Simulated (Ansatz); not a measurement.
# AlN (Fm-3m) in Ansatz: further runs

Runs on AlN. Level: r2SCAN. Tasks: single point, equation of state.

Everything below comes from runs of Ansatz 0.2.0. Logs are shortened: lines on timing, memory, paths and dates and some standing lists are left out, and cuts for length are marked.

### 1 The crystal as given

Symmetry: Fm-3m, No. 225, cubic system. The conventional cell has a = 4.069 Å, b = 4.069 Å, c = 4.069 Å, α = 90.00°, β = 90.00°, γ = 90.00°. Around Al (site symmetry m-3m) lie 6 N at 2.03 Å. Around N (site symmetry m-3m) lie 6 Al at 2.03 Å.

Measurements of this composition are mostly on another form, of space group No. 186.

### 2 Single point, r2SCAN, 7.92 Å³/atom (volume scaled by 0.94)

The input, input.yaml:

```yaml
crystal:
  lattice:
    - [0.0, 1.9929855707, 1.9929855707]
    - [1.9929855707, 0.0, 1.9929855707]
    - [1.9929855707, 1.9929855707, 0.0]
  atoms:
    - { symbol: Al, position: [0.5, 0.5, 0.5] }
    - { symbol: "N", position: [0.0, 0.0, 0.0] }
hamiltonian:
  xc: r2scan
  pseudopotentials: { kind: paw }
kpoints:
  mp_grid: { grid: [11, 11, 11] }
scf:
  occupations: { method: fermi_dirac, width: 0.05 }
output:
  forces: true
  stress: true
  eigenvalues: true
```

Potentials or basis: Ansatz PAW.

Run with:

```sh
ansatz run input.yaml --threads 2 --pin off --max-ram 5632MiB --backend cpu --events-out ev --progress --plain --runs-dir out
```

Standard output:

```text
Warning: RAYON_NUM_THREADS=2 ignored (pool sized by the plan → 2); use --threads N
Engine: ansatz 0.2.0, x86_64-unknown-linux-gnu
Pseudopotentials: kind: paw
Pseudopotential: Al, paw, valence charge 3, recommended cutoff 500 eV (meta_gga), Al.paw.azcp
Pseudopotential: N, paw, valence charge 5, recommended cutoff 500 eV (meta_gga), N.paw.azcp
Functional definition: r2SCAN
  parameter k0 = 0.174
  parameter k1 = 0.065
  parameter a1 = 4.9479
  exchange = r2scan_x(k0 = k0, k1 = k1, a1 = a1)
  correlation = r2scan_c
Crystal: 2 atoms, lattice volume = 15.832 Å³
Basis set: ecut = 500 eV, 411 PW (Γ), exchange–correlation on 96×96×96 points (64 copies of the dense FFT grid, shifted against one another)
Bands: 8, of which v1, the nominal top of the filled ones, is band 4 counted from 1 (3 counted from 0)
Symmetry: 48 space group operations
Space group: Fm-3m (ITA 225), of the structure as read, at distance tolerance 2.5e-5 Å
k-points: 56 of 1331
Non-local potential: Al, projectors of the file, l = 0: 2, l = 1: 2, l = 2: 1
Non-local potential: N, projectors of the file, l = 0: 2, l = 1: 2, l = 2: 1
PAW form: soft (Blöchl's): semilocal exchange-correlation on the pseudo side does not see the compensation charge
PAW frozen core: Al, regenerated for the run's functional (the file was generated under x = pbe(κ = 0.804, μ = 0.2195149727645171), c = pbe(β = 0.06672455060314922))
PAW frozen core: N, regenerated for the run's functional (the file was generated under x = pbe(κ = 0.804, μ = 0.2195149727645171), c = pbe(β = 0.06672455060314922))
PAW one-centre angular grid: Al, 302 points (default); XC on 160 Gauss nodes
PAW one-centre angular grid: N, 302 points (default); XC on 160 Gauss nodes
Initial density: superposition of atomic densities (neutral atoms: chi_scale 0, normalization atom), corrected by the library's trained network
Initial wavefunctions: pseudopotential atomic-orbital guess
Functional: x = r2scan, c = r2scan; τ floored in thin density (d = 2e-4 eV/Å³)
SCF iter   1: F=—  HF=-927.986596 eV  |F-HF|=—  |Δ(HF+E_count)|=         —  Δρ=7.11e-3  dr2=7.59e-3  dr2_τ=1.86e-1  ethr=1.77e-3  ⟨swp⟩=4.8  Hψ=3172  notcnv=0
preconditioner: auto → none  [insulator: Δε(μ)=5.825 eV  Ē_g=18.640 eV  σ=0.050 eV  W_gap=1.00  n_scr=0 (ndim 8)  ℏωp=26.4 eV  f_vac=0.000  D(μ)=0.00/eV (n_scr^D=0)  ε∞_Penn≈3.0]
SCF iter   2: F=—  HF=-928.126374 eV  |F-HF|=—  |Δ(HF+E_count)|=   1.40e-1  Δρ=5.51e-3  dr2=3.04e-3  dr2_τ=7.61e-5  ethr=9.49e-5  ⟨swp⟩=2.7  Hψ=1399  notcnv=0
SCF iter   3: F=—  HF=-928.126891 eV  |F-HF|=—  |Δ(HF+E_count)|=   5.17e-4  Δρ=2.21e-3  dr2=8.05e-4  dr2_τ=3.08e-5  ethr=3.80e-5  ⟨swp⟩=2.1  Hψ=899  notcnv=0
SCF iter   4: F=—  HF=-928.126861 eV  |F-HF|=—  |Δ(HF+E_count)|=   3.01e-5  Δρ=4.14e-4  dr2=2.55e-5  dr2_τ=8.92e-6  ethr=1.01e-5  ⟨swp⟩=2.0  Hψ=647  notcnv=0
SCF iter   5: F=—  HF=-928.126858 eV  |F-HF|=—  |Δ(HF+E_count)|=   2.79e-6  Δρ=1.27e-4  dr2=2.43e-6  dr2_τ=3.13e-8  ethr=3.19e-7  ⟨swp⟩=2.3  Hψ=663  notcnv=0
SCF iter   6: F=—  HF=-928.126858 eV  |F-HF|=—  |Δ(HF+E_count)|=   2.69e-7  Δρ=3.05e-5  dr2=1.45e-7  dr2_τ=2.29e-9  ethr=3.03e-8  ⟨swp⟩=2.4  Hψ=640  notcnv=0
SCF iter   7: F=-928.126858 eV  HF=-928.126858 eV  |F-HF|=3.76e-10  |Δ(HF+E_count)|=   2.06e-8  Δρ=2.52e-6  dr2=8.74e-10  dr2_τ=1.68e-11  ethr=1.25e-9  ⟨swp⟩=4.8  Hψ=1940  notcnv=0
SCF 1 converged in 7 iterations: F = -928.126858 eV  dr2 = 8.74e-10
SCF converged after 7 iterations
Free energy (F): -928.126858 eV
Harris-Foulkes:  -928.126858 eV  (|F-HF|=3.76e-10)
Internal energy: -928.126858 eV  (E = F + TS)
E sigma→0 (E₀):  -928.126858 eV
Fermi energy:    14.642849 eV
--- Per-component energies (eV) ---
  E_band       = 38.709439
  E_kinetic    = 166.408585
  E_local      = -165.833992  (includes V_loc(G=0)·N_el)
  E_nonlocal   = 53.423064
  E_hartree    = 61.922066
  E_xc         = -100.883435
  E_vxc        = -122.043549  (∫ρ·V_xc dr)
  E_paw        = -602.448071  (= ΣΔE_a)
  E_vpaw       = -23.564340  (= ΣTr[D̂ρ^β])
  E_aug_tail   = 0.000020  (compensation charges beyond the density's cutoff)
  E_vtau       = 6.475945  (kinetic-family band-sum trace: ∫τ·v_τ [+ j·A + Jᵃ·Aᵃ] dr)
  E_ewald      = -340.625424
  E_core_change = -0.089673  (= ΣΔE_core)
  E_smearing   = -0.000000  (= −TS)
  E_closure    = 0.000000  (closes the sum)
  Σ components = -928.126858   (vs F -928.126858, Δ=0.00e0)
--- Forces (eV/Å), atoms counted from 1 ---
  atom   1  Al     0.00000000    -0.00000000     0.00000000
  atom   2  N     -0.00000000     0.00000000    -0.00000000
  max |Σ_I F_I| component: 2.96e-31 eV/Å
--- Stress (GPa, compression-positive) ---
       11.526595       0.000000       0.000000
        0.000000      11.526595       0.000000
       -0.000000       0.000000      11.526595
  P = ⅓ Tr σ = 11.5266 GPa (115.266 kbar)
--- Band table (eV; the first three rows and the last of 56) ---
  k-point 0: bands = ["-7.1340", "11.6554", "11.6554", "11.6554", "18.7770", "24.7202", "24.7202", "24.7202"]
  k-point 1: bands = ["-6.9546", "10.7808", "11.5389", "11.5389", "19.3022", "24.0030", "25.0122", "25.0122"]
  k-point 2: bands = ["-6.4303", "8.8113", "11.2463", "11.2463", "19.8995", "23.5689", "25.4374", "25.4374"]
  k-point 55: bands = ["-2.5955", "5.3618", "5.6987", "7.9334", "20.8925", "22.9789", "24.2788", "25.8532"]
```

It took 0.82 s on 2 threads of AMD EPYC 7R43 (Zen 3), shared host; peak memory 0.37 GiB.

What came out:

- Free energy: -928.1269 eV
- Pressure: 11.5 GPa
- Band gap on the k mesh: 6.02 eV, indirect (least direct gap 7.12 eV)

Caveat: odd divisions of the mesh miss points on the zone boundary, where band edges often lie, so the gap on the mesh can be too wide; the PAW data sets come from PBE, with cores solved anew for the run's functional, which leaves a small shift of forces and pressure.

### 3 Single point, r2SCAN, 8.08 Å³/atom (volume scaled by 0.96)

input.yaml, as its differences from that of step 2:

```diff
@@ -2,5 +2,5 @@
   lattice:
-    - [0.0, 1.9929855707, 1.9929855707]
-    - [1.9929855707, 0.0, 1.9929855707]
-    - [1.9929855707, 1.9929855707, 0.0]
+    - [0.0, 2.0070211428, 2.0070211428]
+    - [2.0070211428, 0.0, 2.0070211428]
+    - [2.0070211428, 2.0070211428, 0.0]
   atoms:
@@ -19 +19,5 @@
   eigenvalues: true
+  write_density: true
+  write_potential: true
+  elf: true
+  volumetric_format: npy
```

Potentials or basis: Ansatz PAW.

Run with:

```sh
ansatz run input.yaml --threads 2 --pin off --max-ram 5632MiB --backend cpu --events-out ev --progress --plain --runs-dir out
```

It took 1 s on 2 threads of AMD EPYC 7R43 (Zen 3), shared host; peak memory 0.39 GiB.

The run converged. Its results:

- Free energy: -928.1442 eV
- Pressure: 5.0 GPa
- Band gap on the k mesh: 5.84 eV, indirect (least direct gap 6.80 eV)

Caveat: odd divisions of the mesh miss points on the zone boundary, where band edges often lie, so the gap on the mesh can be too wide; the PAW data sets come from PBE, with cores solved anew for the run's functional, which leaves a small shift of forces and pressure.

### 4 Single point, r2SCAN, 8.25 Å³/atom (volume scaled by 0.98)

input.yaml, as its differences from that of step 3:

```diff
@@ -2,5 +2,5 @@
   lattice:
-    - [0.0, 2.0070211428, 2.0070211428]
-    - [2.0070211428, 0.0, 2.0070211428]
-    - [2.0070211428, 2.0070211428, 0.0]
+    - [0.0, 2.0208631053, 2.0208631053]
+    - [2.0208631053, 0.0, 2.0208631053]
+    - [2.0208631053, 2.0208631053, 0.0]
   atoms:
```

Run with:

```sh
ansatz run input.yaml --threads 2 --pin off --max-ram 5632MiB --backend cpu --events-out ev --progress --plain --runs-dir out
```

Wall time 1 s (2 threads of AMD EPYC 7R43 (Zen 3), shared host); peak memory 0.39 GiB.

It converged, with:

```yaml
Free_energy: -928.1485 eV
Pressure: -0.8 GPa
Band_gap_on_the_k_mesh: 5.62 eV, indirect (least direct gap 6.49 eV)
```

Caveat: odd divisions of the mesh miss points on the zone boundary, where band edges often lie, so the gap on the mesh can be too wide; the PAW data sets come from PBE, with cores solved anew for the run's functional, which leaves a small shift of forces and pressure.

### 5 Single point, r2SCAN, 8.42 Å³/atom

The input, input.yaml:

```yaml
crystal:
  lattice:
    - [0.0, 2.034518, 2.034518]
    - [2.034518, 0.0, 2.034518]
    - [2.034518, 2.034518, 0.0]
  atoms:
    - { symbol: Al, position: [0.5, 0.5, 0.5] }
    - { symbol: "N", position: [0.0, 0.0, 0.0] }
hamiltonian:
  xc: r2scan
  pseudopotentials: { kind: paw }
kpoints:
  mp_grid: { grid: [11, 11, 11] }
scf:
  occupations: { method: fermi_dirac, width: 0.05 }
output:
  forces: true
  stress: true
  eigenvalues: true
```

Run with:

```sh
ansatz run input.yaml --threads 2 --pin off --max-ram 5632MiB --backend cpu --events-out ev --progress --plain --runs-dir out
```

Wall time 0.84 s (2 threads of AMD EPYC 7R43 (Zen 3), shared host); peak memory 0.38 GiB.

The run converged. Its results:

* Free energy: -928.1411 eV
* Pressure: -6.1 GPa
* Band gap on the k mesh: 5.42 eV, indirect (least direct gap 6.19 eV)

Caveat: odd divisions of the mesh miss points on the zone boundary, where band edges often lie, so the gap on the mesh can be too wide; the PAW data sets come from PBE, with cores solved anew for the run's functional, which leaves a small shift of forces and pressure.

### 6 Single point, r2SCAN, 8.59 Å³/atom (volume scaled by 1.02)

input.yaml, as its differences from that of step 5:

```diff
@@ -2,5 +2,5 @@
   lattice:
-    - [0.0, 2.034518, 2.034518]
-    - [2.034518, 0.0, 2.034518]
-    - [2.034518, 2.034518, 0.0]
+    - [0.0, 2.0479920218, 2.0479920218]
+    - [2.0479920218, 0.0, 2.0479920218]
+    - [2.0479920218, 2.0479920218, 0.0]
   atoms:
```

Potentials or basis: Ansatz PAW.

Run with:

```sh
ansatz run input.yaml --threads 2 --pin off --max-ram 5632MiB --backend cpu --events-out ev --progress --plain --runs-dir out
```

Run time: 0.81 s. Hardware: 2 threads of AMD EPYC 7R43 (Zen 3), shared host; peak memory 0.38 GiB.

Results (log left out):

| Quantity | Value |
| --- | --- |
| Free energy | -928.1232 eV |
| Pressure | -10.9 GPa |
| Band gap on the k mesh | 5.22 eV, indirect (least direct gap 5.90 eV) |

Caveat: odd divisions of the mesh miss points on the zone boundary, where band edges often lie, so the gap on the mesh can be too wide; the PAW data sets come from PBE, with cores solved anew for the run's functional, which leaves a small shift of forces and pressure.

### 7 Single point, r2SCAN, 8.76 Å³/atom (volume scaled by 1.04)

input.yaml, as its differences from that of step 6:

```diff
@@ -2,5 +2,5 @@
   lattice:
-    - [0.0, 2.0479920218, 2.0479920218]
-    - [2.0479920218, 0.0, 2.0479920218]
-    - [2.0479920218, 2.0479920218, 0.0]
+    - [0.0, 2.0612910439, 2.0612910439]
+    - [2.0612910439, 0.0, 2.0612910439]
+    - [2.0612910439, 2.0612910439, 0.0]
   atoms:
```

Run with:

```sh
ansatz run input.yaml --threads 2 --pin off --max-ram 5632MiB --backend cpu --events-out ev --progress --plain --runs-dir out
```

It took 0.84 s on 2 threads of AMD EPYC 7R43 (Zen 3), shared host; peak memory 0.38 GiB.

Results (log left out):

```
Free energy            : -928.0956 eV
Pressure               : -15.2 GPa
Band gap on the k mesh : 5.03 eV, indirect (least direct gap 5.62 eV)
```

Caveat: odd divisions of the mesh miss points on the zone boundary, where band edges often lie, so the gap on the mesh can be too wide; the PAW data sets come from PBE, with cores solved anew for the run's functional, which leaves a small shift of forces and pressure.

### 8 Single point, r2SCAN, 8.93 Å³/atom (volume scaled by 1.06)

input.yaml, as its differences from that of step 7:

```diff
@@ -2,5 +2,5 @@
   lattice:
-    - [0.0, 2.0612910439, 2.0612910439]
-    - [2.0612910439, 0.0, 2.0612910439]
-    - [2.0612910439, 2.0612910439, 0.0]
+    - [0.0, 2.0744206402, 2.0744206402]
+    - [2.0744206402, 0.0, 2.0744206402]
+    - [2.0744206402, 2.0744206402, 0.0]
   atoms:
@@ -19 +19,5 @@
   eigenvalues: true
+  write_density: true
+  write_potential: true
+  elf: true
+  volumetric_format: npy
```

Run with:

```sh
ansatz run input.yaml --threads 2 --pin off --max-ram 5632MiB --backend cpu --events-out ev --progress --plain --runs-dir out
```

Run time: 0.98 s. Hardware: 2 threads of AMD EPYC 7R43 (Zen 3), shared host; peak memory 0.39 GiB.

It converged, with:

```
Free energy            : -928.0594 eV
Pressure               : -19.1 GPa
Band gap on the k mesh : 4.85 eV, indirect (least direct gap 5.36 eV)
```

Caveat: odd divisions of the mesh miss points on the zone boundary, where band edges often lie, so the gap on the mesh can be too wide; the PAW data sets come from PBE, with cores solved anew for the run's functional, which leaves a small shift of forces and pressure.

### 9 Equation of state, r2SCAN

Potentials or basis: Ansatz PAW.

This step only gathers the single runs of the series.

Results:

| Item | Value |
| --- | --- |
| Equilibrium volume | 8.23 Å³/atom |
| Bulk modulus | 276 GPa |
| Pressure derivative of the bulk modulus | 3.9 |

Energy against volume, from the lowest point:
| volume (Å³/atom) | energy (meV/atom) |
| --- | --- |
| 7.916 | 10.83 |
| 8.085 | 2.17 |
| 8.253 | 0.00 |
| 8.421 | 3.69 |
| 8.590 | 12.67 |
| 8.758 | 26.45 |
| 8.927 | 44.56 |

Caveat: the PAW data sets were made with another functional, which shifts forces and pressure a little.
